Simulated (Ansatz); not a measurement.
InPd:

```
CELL_PARAMETERS angstrom
3.27188 0.00000 0.00000
0.00000 3.27188 0.00000
0.00000 0.00000 3.27188
ATOMIC_POSITIONS crystal
In 0.00000 0.00000 0.00000
Pd 0.50000 0.50000 0.50000
```

The cell comes from a database or a generator and needn't be the stable form of this composition.

Below is the output of Ansatz 0.2.0 for this cell. Logs are shortened: lines on timing, memory, paths and dates and some standing lists are left out, and cuts for length are marked.

```text
Warning: RAYON_NUM_THREADS=1 ignored (pool sized by the plan → 1); use --threads N
LAPW: plane waves up to 8.108 Å⁻¹, error target 1.0e-3 eV per atom; small_component_spin mean_spin; Pd in spheres of 1.415 Å, 28 of its electrons in bands, Dirac shells []; In in spheres of 1.419 Å, 21 of its electrons in bands, Dirac shells [] (how accurate: hamiltonian.pseudopotentials.lapw.basis_error, Limitations)
Engine: ansatz 0.2.0, x86_64-unknown-linux-gnu
Pseudopotentials: kind: all_electron
Pseudopotential: In, LAPW, valence charge 21, lapw/all_electron/scalar/gaussian/In, Koelling and Harmon's equation, gaussian nucleus
Pseudopotential: Pd, LAPW, valence charge 28, lapw/all_electron/scalar/gaussian/Pd, Koelling and Harmon's equation, gaussian nucleus
Functional definition: PBEsol
  exchange = pbesol_x
  correlation = pbesol_c
Crystal: 2 atoms, lattice volume = 35.026 Å³
Basis set: ecut = 250.49600144223768 eV, 305 PW (Γ), exchange–correlation at level 2
Bands: 30, of which v1, the nominal top of the filled ones, is band 25 counted from 1 (24 counted from 0)
Symmetry: 48 space group operations
Space group: Pm-3m (ITA 221), of the structure as read, at distance tolerance 3.3e-5 Å
k-points: 35 of 512
Non-local potential: In, projectors of the file, none
Non-local potential: Pd, projectors of the file, none
Initial density: superposition of atomic densities (chi_scale 0.1, normalization cell, long waves kept (reshape's long-wave potential 0.00 eV rms))
Initial wavefunctions: plane waves of lowest kinetic energy (no species holds an atomic orbital)
Functional: x = pbesol(κ = 0.804, μ = 0.12345679012345678), c = pbesol(β = 0.046)
iter 1 solved again at ethr=2.85e-3 eV; its pass at ethr=1.00e-1 eV (dr2=1.40e0 eV) is discarded
SCF iter   1: F=—  HF=-297216.757759 eV  |F-HF|=—  |Δ(HF+E_count)|=         —  Δρ=5.51e-2  dr2=1.40e0  ethr=2.85e-3  ⟨swp⟩=2.0  Hψ=6628  notcnv=0
preconditioner: auto → Kerker (q_TF=auto, 2.885 Å⁻¹)  [metal: Δε(μ)=0.094 eV  Ē_g=15.037 eV  σ=0.050 eV  W_gap=0.43  n_scr=18 (ndim 8)  ℏωp=30.1 eV  f_vac=0.000  D(μ)=1.69/eV (n_scr^D=18)]
SCF iter   2: F=—  HF=-297216.424174 eV  |F-HF|=—  |Δ(HF+E_count)|=   3.34e-1  Δρ=2.83e-2  dr2=4.80e-1  ethr=2.85e-3  ⟨swp⟩=2.9  Hψ=3057  notcnv=0
preconditioner: auto → Resta (q_TF=auto, 2.885 Å⁻¹)  ε∞=4.7  [insulator: Δε(μ)=0.264 eV  Ē_g=15.641 eV  σ=0.050 eV  W_gap=0.86  n_scr=18 (ndim 8)  ℏωp=30.1 eV  f_vac=0.000  D(μ)=0.40/eV (n_scr^D=0)  ε∞_Penn≈4.7]
iter 3 solved again at ethr=5.41e-5 eV; its pass at ethr=9.80e-4 eV (dr2=2.65e-2 eV) is discarded
SCF iter   3: F=—  HF=-297215.126073 eV  |F-HF|=—  |Δ(HF+E_count)|=    1.30e0  Δρ=9.34e-3  dr2=2.65e-2  ethr=5.41e-5  ⟨swp⟩=2.0  Hψ=5148  notcnv=0
SCF iter   4: F=—  HF=-297215.111988 eV  |F-HF|=—  |Δ(HF+E_count)|=   1.41e-2  Δρ=4.53e-3  dr2=7.71e-3  ethr=5.41e-5  ⟨swp⟩=2.0  Hψ=2976  notcnv=0
SCF iter   5: F=—  HF=-297215.110705 eV  |F-HF|=—  |Δ(HF+E_count)|=   1.28e-3  Δρ=1.79e-3  dr2=1.39e-3  ethr=1.57e-5  ⟨swp⟩=2.0  Hψ=2957  notcnv=0
SCF iter   6: F=—  HF=-297215.110806 eV  |F-HF|=—  |Δ(HF+E_count)|=   1.01e-4  Δρ=2.37e-4  dr2=1.39e-5  ethr=2.84e-6  ⟨swp⟩=2.0  Hψ=2960  notcnv=0
SCF iter   7: F=—  HF=-297215.110789 eV  |F-HF|=—  |Δ(HF+E_count)|=   1.71e-5  Δρ=8.45e-5  dr2=2.65e-6  ethr=2.85e-8  ⟨swp⟩=2.0  Hψ=2960  notcnv=0
SCF iter   8: F=—  HF=-297215.110786 eV  |F-HF|=—  |Δ(HF+E_count)|=   3.49e-6  Δρ=2.20e-5  dr2=7.65e-8  ethr=5.41e-9  ⟨swp⟩=2.0  Hψ=2960  notcnv=0
SCF iter   9: F=-297215.110786 eV  HF=-297215.110786 eV  |F-HF|=1.01e-8  |Δ(HF+E_count)|=   1.36e-7  Δρ=5.78e-6  dr2=6.94e-9  ethr=1.56e-10  ⟨swp⟩=2.0  Hψ=2961  notcnv=0
SCF 1 converged in 9 iterations: F = -297215.110786 eV  dr2 = 6.94e-9
NSCF: frozen V_eff on 51 k-points
SCF converged after 9 iterations
Free energy (F): -297215.110786 eV
Harris-Foulkes:  -297215.110786 eV  (|F-HF|=1.01e-8)
Internal energy: -297215.100600 eV  (E = F + TS)
E sigma→0 (E₀):  -297215.105693 eV
Entropy (-TS):   -0.010186 eV (-5.093 meV/atom)
Fermi energy:    19.648864 eV
--- Per-component energies (eV) ---
  E_band       = -3616.159709
  E_kinetic    = 311111.836721
  E_xc         = -8137.267126
  E_electrostatic = -600189.670195  (all electrons and nuclei)
  E_smearing   = -0.010186  (= −TS)
  E_closure    = 0.000000  (closes the sum)
  E_atoms      = -297206.643310  (free atoms, spherical and without spin; not in F)
  Σ components = -297215.110786   (vs F -297215.110786, Δ=0.00e0)
  Basis errors (estimates in eV, not in F): energy 2.7e-4 per atom: plane waves 2.3e-4 (1.2e-4 summed), levels above the bands 1.9e-52, relativity 1.8e-8, radial functions 3.8e-5, core shells 9.0e-8; eigenvalues (radial functions only) 2.7e-6; not estimated: angular momenta, meshes, grids; target (lapw.basis_error) 1.0e-3; muffin-tin radii Pd 1.415 Å, In 1.419 Å
--- Forces (eV/Å), atoms counted from 1 ---
  atom   1  In    -0.00000000     0.00000000     0.00000000
  atom   2  Pd    -0.00000000    -0.00000000    -0.00000000
  max |Σ_I F_I| component: 3.29e-30 eV/Å
--- Stress (GPa, compression-positive) ---
       -2.973138       0.000000       0.000000
        0.000000      -2.973138       0.000000
        0.000000       0.000000      -2.973138
  P = ⅓ Tr σ = -2.9731 GPa (-29.731 kbar)
--- Band table (eV; the first three rows and the last of 35) ---
  k-point 0: bands = ["-305.0136", "-305.0136", "-305.0136", "-304.9980", "-304.9980", "-95.5992", "-64.6943", "-54.1216", "-54.1216", "-54.1216", "-30.4624", "-30.4624", "-30.4624", "4.8669", "4.8669", "5.2797", "5.2797", "5.2797", "9.6396", "15.9350", "15.9350", "17.4823", "17.4823", "17.4823", "23.9184", "23.9184", "23.9184", "29.1202", "30.3281", "30.3281"]
  k-point 1: bands = ["-305.0136", "-305.0136", "-305.0136", "-304.9980", "-304.9980", "-95.5992", "-64.6941", "-54.1223", "-54.1215", "-54.1215", "-30.4672", "-30.4621", "-30.4621", "4.8756", "4.9191", "5.2639", "5.2639", "5.2845", "9.8882", "15.9371", "15.9695", "17.3026", "17.3026", "17.4712", "22.4256", "24.4088", "24.4088", "29.5652", "30.2368", "31.7931"]
  k-point 2: bands = ["-305.0136", "-305.0136", "-305.0136", "-304.9980", "-304.9980", "-95.5991", "-64.6936", "-54.1242", "-54.1214", "-54.1214", "-30.4786", "-30.4613", "-30.4613", "4.8965", "5.0446", "5.2259", "5.2259", "5.2961", "10.6279", "15.8793", "15.9422", "16.9265", "16.9265", "17.4444", "20.1913", "25.7121", "25.7121", "29.7139", "29.9976", "34.3139"]
  k-point 34: bands = ["-305.0136", "-305.0136", "-305.0136", "-304.9980", "-304.9980", "-95.5986", "-64.6898", "-54.1261", "-54.1261", "-54.1261", "-30.4889", "-30.4889", "-30.4889", "5.0047", "5.0047", "5.0047", "5.4966", "5.4966", "14.8672", "14.8672", "14.8672", "18.1058", "18.1058", "19.6175", "23.5067", "23.5067", "23.5067", "24.1362", "24.1362", "24.1362"]
```

What input gives this log?

Band structure with PBEsol, no spin polarisation. The files as run (others can give the same):

input.yaml
```yaml
crystal:
  lattice:
    - [3.27188478, 0.0, 0.0]
    - [0.0, 3.27188478, 0.0]
    - [0.0, 0.0, 3.27188478]
  atoms:
    - { symbol: In, position: [0.0, 0.0, 0.0] }
    - { symbol: Pd, position: [0.5, 0.5, 0.5] }
kpoints:
  mp_grid: { grid: [8, 8, 8] }
  band_path:
    path:
      - [0.0, 0.0, 0.0]
      - [0.0, 0.5, 0.0]
      - [0.5, 0.5, 0.0]
      - [0.0, 0.0, 0.0]
      - [0.5, 0.5, 0.5]
      - [0.0, 0.5, 0.0]
    npoints: 10
scf:
  occupations: { method: fermi_dirac, width: 0.05 }
hamiltonian:
  xc: pbesol
  pseudopotentials: { kind: all_electron, lapw: { basis_error: 0.001 } }
output:
  forces: true
  stress: true
  eigenvalues: true
```

Potentials or basis: all-electron LAPW, scalar-relativistic.
The run is started by
```console
$ ansatz run input.yaml --threads 1 --pin off --max-ram 3072MiB --backend cpu --events-out ev --progress --plain --runs-dir out
```

Caveat: spin-orbit coupling is left out, which moves the levels of the heavy elements.
